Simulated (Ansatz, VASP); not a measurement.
# TiHg in two plane-wave programs, part 2 of 2

One calculation is typed for both programs; each brings its own data sets and cutoff. How far apart do they land? The structure shown is the end of the VASP relaxation below.

VASP 6.6.1 and Ansatz 0.2.0.

So far: The structure; VASP: relaxation, PBEsol.

### 3. Ansatz: single point, PBEsol

Level of this step: Ansatz beside VASP: Kohn-Sham DFT, plane waves, PBEsol (Ansatz).

Ansatz runs on its default PAW (the set named soft_2) files.

The same cell, functional, mesh and smearing now go to Ansatz, which takes its cutoff from its data sets.

Input file input.yaml:

```yaml
crystal:
  lattice:
    - [3.009, 0.0, 0.0]
    - [0.0, 3.009, 0.0]
    - [0.0, 0.0, 25.1025]
  atoms:
    - { symbol: Ti, position: [0.5, 0.5, 0.29877502] }
    - { symbol: Ti, position: [0.5, 0.5, 0.459755] }
    - { symbol: Ti, position: [0.5, 0.5, 0.6173447] }
    - { symbol: Hg, position: [0.0, 0.0, 0.37926501] }
    - { symbol: Hg, position: [0.0, 0.0, 0.53838649] }
    - { symbol: Hg, position: [0.0, 0.0, 0.69379039] }
hamiltonian:
  xc: pbesol
  pseudopotentials: { kind: paw }
kpoints:
  mp_grid: { grid: [9, 9, 1] }
scf:
  occupations: { method: methfessel_paxton, width: 0.2 }
  n_extra_bands: 5
efield:
  axis: 3
  dipole_correction: true
  ramp_width: 0.04
output:
  forces: true
  eigenvalues: true
```

Started as:

```
ansatz run input.yaml --threads 4 --pin off --max-ram 9216MiB --backend cpu --events-out ev --progress --plain --runs-dir out
```

Numbers of over 12 decimals in the logs are rounded to 6 here.

Log:

```text
scf.n_extra_bands = 5 over 48 filled bands (N_el = 96.0): the run solves 53 bands
Engine: ansatz 0.2.0, x86_64-unknown-linux-gnu
Pseudopotentials: kind: paw
Pseudopotential: Ti, paw, valence charge 12, recommended cutoff 420 eV (normal), Ti.paw.azcp
Pseudopotential: Hg, paw, valence charge 20, recommended cutoff 420 eV (normal), Hg.paw.azcp
Functional definition: PBEsol
  exchange = pbesol_x
  correlation = pbesol_c
Crystal: 6 atoms, lattice volume = 227.280 Å³
Basis set: ecut = 420 eV, 4379 PW (Γ), exchange–correlation on 48×48×360 points (8 copies of the dense FFT grid, shifted against one another)
Bands: 53, of which v1, the nominal top of the filled ones, is band 48 counted from 1 (47 counted from 0)
Symmetry: 8 space group operations
Space group: P4mm (ITA 99), of the structure as read, at distance tolerance 6.1e-5 Å
k-points: 15 of 81
Non-local potential: Ti, projectors of the file, l = 0: 3, l = 1: 2, l = 2: 3, l = 3: 1
Non-local potential: Hg, projectors of the file, l = 0: 3, l = 1: 2, l = 2: 2, l = 3: 1
PAW form: soft (Blöchl's): semilocal exchange-correlation on the pseudo side does not see the compensation charge
PAW frozen core: Ti, regenerated for the run's functional, and the local potential with it (the file was generated under x = pbe(κ = 0.804, μ = 0.219515), c = pbe(β = 0.066725))
PAW frozen core: Hg, regenerated for the run's functional, and the local potential with it (the file was generated under x = pbe(κ = 0.804, μ = 0.219515), c = pbe(β = 0.066725))
PAW one-centre angular grid: Ti, 590 points (default); XC on 64 Gauss nodes
PAW one-centre angular grid: Hg, 590 points (default); XC on 64 Gauss nodes
Initial density: superposition of atomic densities (neutral atoms: chi_scale 0, normalization atom), corrected by the library's trained network
Initial wavefunctions: pseudopotential atomic-orbital guess
Functional: x = pbesol(κ = 0.804, μ = 0.123457), c = pbesol(β = 0.046)
SCF iter   1: F=—  HF=-48424.463337 eV  |F-HF|=—  |Δ(HF+E_count)|=         —  Δρ=7.20e-3  dr2=7.99e-1  ethr=1.77e-3  p=-0.033 e·Å  D=-2.65e-2 V/Å  ΔV_dip=0.67 eV  dr2_dipole=2.62e-1  V_vac-E_F(+/−)=4.57/3.90 eV  ⟨swp⟩=6.9  Hψ=2938  notcnv=0
efield: sawtooth ramp at fractional position 0.9763 (placed from the atoms, in the widest stretch of the axis that holds none; the zero of the levels goes with the place), width 0.0400; the density the first Hamiltonian is built on has a dipole p = -0.033 e·Å; the dipole correction subtracts the counter field D = -2.65e-2 V/Å, which shifts the + side's vacuum level by +0.67 eV against the − side's; the planar-averaged density in the ramp window peaks in size at 4.9e-5 e/Å³
preconditioner: auto → LDOS  [metal: Δε(μ)=0.025 eV  Ē_g=6.351 eV  σ=0.200 eV  W_gap=0.11  n_scr=54 (ndim 8)  ℏωp=17.1 eV  f_vac=0.470  D(μ)=10.05/eV (n_scr^D=82)  β→1.0]
SCF iter   2: F=—  HF=-48424.437362 eV  |F-HF|=—  |Δ(HF+E_count)|=   2.60e-2  S|Δr|=    0.00e0  Δρ=2.94e-3  dr2=2.36e-2  ethr=8.32e-4  p=-0.015 e·Å  D=-1.16e-2 V/Å  ΔV_dip=0.29 eV  dr2_dipole=4.13e-5  V_vac-E_F(+/−)=4.28/3.99 eV  ⟨swp⟩=2.0  Hψ=1033  notcnv=0
SCF iter   3: F=—  HF=-48424.441361 eV  |F-HF|=—  |Δ(HF+E_count)|=   4.00e-3  S|Δr|=    0.00e0  Δρ=1.02e-3  dr2=3.54e-3  ethr=2.46e-5  p=-0.014 e·Å  D=-1.10e-2 V/Å  ΔV_dip=0.28 eV  dr2_dipole=1.41e-4  V_vac-E_F(+/−)=4.26/3.98 eV  ⟨swp⟩=2.6  Hψ=1508  notcnv=0
SCF iter   4: F=—  HF=-48424.440880 eV  |F-HF|=—  |Δ(HF+E_count)|=   4.80e-4  S|Δr|=    0.00e0  Δρ=4.52e-4  dr2=2.07e-3  ethr=3.69e-6  p=-0.012 e·Å  D=-9.41e-3 V/Å  ΔV_dip=0.24 eV  dr2_dipole=6.14e-4  V_vac-E_F(+/−)=4.24/4.00 eV  ⟨swp⟩=2.2  Hψ=1051  notcnv=0
SCF iter   5: F=—  HF=-48424.440981 eV  |F-HF|=—  |Δ(HF+E_count)|=   1.01e-4  S|Δr|=    0.00e0  Δρ=1.94e-4  dr2=2.83e-4  ethr=2.16e-6  p=-0.011 e·Å  D=-8.63e-3 V/Å  ΔV_dip=0.22 eV  dr2_dipole=7.72e-5  V_vac-E_F(+/−)=4.24/4.02 eV  ⟨swp⟩=1.1  Hψ=797  notcnv=0
SCF iter   6: F=—  HF=-48424.441055 eV  |F-HF|=—  |Δ(HF+E_count)|=   7.34e-5  S|Δr|=    0.00e0  Δρ=8.11e-5  dr2=5.18e-5  ethr=2.95e-7  p=-0.010 e·Å  D=-7.85e-3 V/Å  ΔV_dip=0.20 eV  dr2_dipole=6.01e-6  V_vac-E_F(+/−)=4.23/4.04 eV  ⟨swp⟩=2.1  Hψ=1162  notcnv=0
SCF iter   7: F=—  HF=-48424.441129 eV  |F-HF|=—  |Δ(HF+E_count)|=   7.48e-5  S|Δr|=    0.00e0  Δρ=3.30e-5  dr2=1.44e-5  ethr=5.40e-8  p=-0.010 e·Å  D=-7.66e-3 V/Å  ΔV_dip=0.19 eV  dr2_dipole=1.49e-6  V_vac-E_F(+/−)=4.23/4.04 eV  ⟨swp⟩=1.7  Hψ=982  notcnv=0
SCF iter   8: F=—  HF=-48424.441132 eV  |F-HF|=—  |Δ(HF+E_count)|=   2.30e-6  S|Δr|=    0.00e0  Δρ=1.21e-5  dr2=7.11e-7  ethr=1.50e-8  p=-0.009 e·Å  D=-7.41e-3 V/Å  ΔV_dip=0.19 eV  dr2_dipole=2.34e-8  V_vac-E_F(+/−)=4.23/4.05 eV  ⟨swp⟩=1.9  Hψ=938  notcnv=0
SCF iter   9: F=—  HF=-48424.441132 eV  |F-HF|=—  |Δ(HF+E_count)|=   1.72e-7  S|Δr|=    0.00e0  Δρ=5.29e-6  dr2=2.13e-7  ethr=1.04e-10  p=-0.009 e·Å  D=-7.33e-3 V/Å  ΔV_dip=0.18 eV  dr2_dipole=7.07e-8  V_vac-E_F(+/−)=4.23/4.05 eV  ⟨swp⟩=8.4  Hψ=3676  notcnv=0
SCF iter  10: F=-48424.441132 eV  HF=-48424.441132 eV  |F-HF|=1.69e-8  |Δ(HF+E_count)|=   7.08e-8  S|Δr|=    0.00e0  Δρ=2.30e-6  dr2=1.62e-8  ethr=1.04e-10  p=-0.009 e·Å  D=-7.31e-3 V/Å  ΔV_dip=0.18 eV  dr2_dipole=1.12e-10  V_vac-E_F(+/−)=4.23/4.05 eV  ⟨swp⟩=5.0  Hψ=2858  notcnv=0
SCF 1 converged in 10 iterations: F = -48424.441132 eV  dr2 = 1.62e-8
  greatest PAW one-centre occupation: 1.000 electrons in one spin orbital (limit 2), on the Hg atom at site 4 (counted from 0), in its partial waves of l = 0
SCF converged after 10 iterations
Stability not checked: this state was not tested for a lower state beside it, because cold or Methfessel-Paxton smearing, or corrected tetrahedra, fill the levels in a way that the test cannot read (fill_not_monotonic; see scf.lower_state_search)
Free energy (F): -48424.441132 eV
Harris-Foulkes:  -48424.441132 eV  (|F-HF|=1.69e-8)
Internal energy: -48424.430545 eV  (E = F + TS)
E sigma→0 (E₀):  -48424.438485 eV
Entropy (-TS):   -0.010587 eV (-1.764 meV/atom)
Fermi energy:    5.874064 eV
Step filling:    the computed levels leave a gap of 0.0052 eV = 0.0 smearing widths at the electron count; against every level under it full and every level over it empty, smearing changes F+E_penalty+E_count by +0.379 meV and its σ→0 estimate by +3.026 meV
Dipole field:    D = -0.007328 V/Å  (p = -0.009204 e·Å, saw-weighted, corrected)
Work function:   Φ+ = 4.2320 eV   Φ− = 4.0480 eV
Levels:          The Fermi level and band energies are counted from a zero that moves with the ramp; work functions are not
--- Per-component energies (eV) ---
  E_band       = -2479.949039
  E_kinetic    = 2626.035571
  E_local      = -118192.479965  (includes V_loc(G=0)·N_el)
  E_nonlocal   = 252.194461
  E_hartree    = 57910.424119
  E_xc         = -948.488925
  E_vxc        = -1151.752886  (∫ρ·V_xc dr)
  E_paw        = -32464.780490  (= ΣΔE_a)
  E_vpaw       = -1835.018696  (= ΣTr[D̂ρ^β])
  E_aug_tail   = 0.003008  (compensation charges beyond the density's cutoff)
  E_efield     = 0.000034  (sawtooth field / dipole correction)
  E_vefield    = 0.201714  (∫n·V_field dr)
  E_ewald      = 42391.257536
  E_core_change = 1.404107  (= ΣΔE_core)
  E_smearing   = -0.010587  (= −TS)
  E_closure    = 0.000000  (closes the sum)
  Σ components = -48424.441132   (vs F -48424.441132, Δ=0.00e0)
--- Forces (eV/Å), atoms counted from 1 ---
  atom   1  Ti    -0.00000000     0.00000000     0.28853515
  atom   2  Ti    -0.00000000     0.00000000    -0.14930376
  atom   3  Ti     0.00000000     0.00000000     0.00576255
  atom   4  Hg     0.00000000     0.00000000    -0.09584216
  atom   5  Hg     0.00000000     0.00000000    -0.00486157
  atom   6  Hg    -0.00000000     0.00000000    -0.04428234
  max |Σ_I F_I| component: 7.87e-6 eV/Å
--- Band table (eV; the first three rows and the last of 15) ---
  k-point 0: bands = [... 44 lower, 4.9535, 5.1618, 5.2571, 5.3869, 5.9465, 6.7593, 6.7877, 7.0618, ... 1 higher]
  k-point 1: bands = [... 44 lower, 5.0288, 5.3043, 5.3717, 5.4826, 5.9727, 6.5084, 6.5719, 6.7878, ... 1 higher]
  k-point 2: bands = [... 44 lower, 5.1333, 5.6125, 5.6163, 5.7055, 5.7974, 6.0423, 6.2842, 6.8589, ... 1 higher]
  k-point 14: bands = [... 44 lower, 4.9534, 5.1510, 5.7796, 6.2153, 6.8647, 7.2331, 7.2620, 7.4302, ... 1 higher]
```

The job ended after 5.1 s (4 threads of Intel Xeon Platinum 8375C at 2.90GHz (Ice Lake), shared host; peak memory 0.71 GiB).

The column dr2 measures how far the density is from self-consistency, as an energy; F and HF (Harris–Foulkes) agree once it is small.

### 4. Differences

Known differences besides the potentials themselves: the data sets hold 96 valence electrons in Ansatz (default PAW (the set named soft_2) files) and 72 in VASP; the cutoff is 420 eV in Ansatz and 300 eV in VASP (PREC = Normal); Ansatz makes its cores anew for this functional, VASP keeps those of its PBE data sets; VASP leaves aspherical gradient terms in its spheres out (LASPH is not set), Ansatz keeps them. Total energies have different zeros and are not compared.

Forces (eV/Å; atoms numbered as in POSCAR):

| atom | Ansatz x, y, z | VASP x, y, z |
| --- | --- | --- |
| Ti1 | 0.000, 0.000, 0.289 | 0.000, 0.000, 0.260 |
| Ti2 | 0.000, 0.000, -0.149 | 0.000, 0.000, -0.150 |
| Ti3 | 0.000, 0.000, 0.006 | 0.000, 0.000, -0.003 |
| Hg4 | 0.000, 0.000, -0.096 | 0.000, 0.000, -0.098 |
| Hg5 | 0.000, 0.000, -0.005 | 0.000, 0.000, -0.007 |
| Hg6 | 0.000, 0.000, -0.044 | 0.000, 0.000, -0.001 |

The forces differ by 12 meV/Å r.m.s., which is 16.7 % of the r.m.s. force of 0.07 eV/Å (both taken over all components, held atoms included). VASP's last cycles still show a density residual of 6e-03, so its state may not be settled.

### 5. Other set-ups

Further runs change the set-up of one program: Ansatz's method, potentials or start, or VASP's data sets, cutoff or form of LDA. The table gives Ansatz less VASP for each quantity, since a change that brings one quantity closer may part another.

| run | r.m.s. force difference (meV/Å) |
| --- | --- |
| as above | 12 |
| cores kept as stored | 12 |
| Ansatz's larger PAW set (cutoff 1000 eV) | 12 |
| norm-conserving potentials (cutoff 1143 eV) | 15 |

### 6. Outcome

| Item | Value |
| --- | --- |
| r.m.s. force difference (single point, PBEsol) | 12 meV/Å |

What this shows: The r.m.s. force difference is 12 meV/Å (single point, PBEsol), at about the 12 meV/Å picked in this series as the mark of a large difference. For single point, PBEsol, no further run moves any of the tabulated differences by more than a quarter of its size. How closely two codes agree says nothing of how well the functional describes the real material.

[Lines on the potential files, build, host, timing and source positions are cut from VASP's logs without a mark.]

[Logs are printed without paths, hosts, clocks, repeated set-up lines and the standing remarks that a program may print on its own settings, such as how far it seeks lower states.]

[Hosts, paths, dates, database ids (printed as entryN), source tags and the programs' standing remarks are cut or masked in the printed files.]
